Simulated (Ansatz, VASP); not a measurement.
## Pb in VASP and in Ansatz

```
Pb
1.0
     0.00000    2.47502    2.47502
     2.47502    0.00000    2.47502
     2.47502    2.47502    0.00000
Pb
1
Direct
  0.00000 0.00000 0.00000
```

Alike in both runs: task single point; functional PBE; k mesh 9 × 9 × 9; occupations gaussian, width 0.012 eV; no spin polarisation.

|  | VASP | Ansatz |
| --- | --- | --- |
| version | VASP 6.6.1 | Ansatz 0.2.0 |
| potentials or method | VASP PAW PBE potentials, release 64 (Pb_d) | Ansatz PAW |
| plane-wave cutoff (eV) | 520 | 420 |
| valence electrons in the cell | 14 | 14 |

|  | VASP | Ansatz | Ansatz less VASP |
| --- | --- | --- | --- |
| gap on the k mesh at the Fermi level (eV) | none | none | - |
| pressure (GPa) | 2.2 | 2.2 | +0.07 |

A gap of «none» marks a metal or a gap that the smearing closes.

The runs have no spin-orbit coupling, so splittings on Pb are missing.
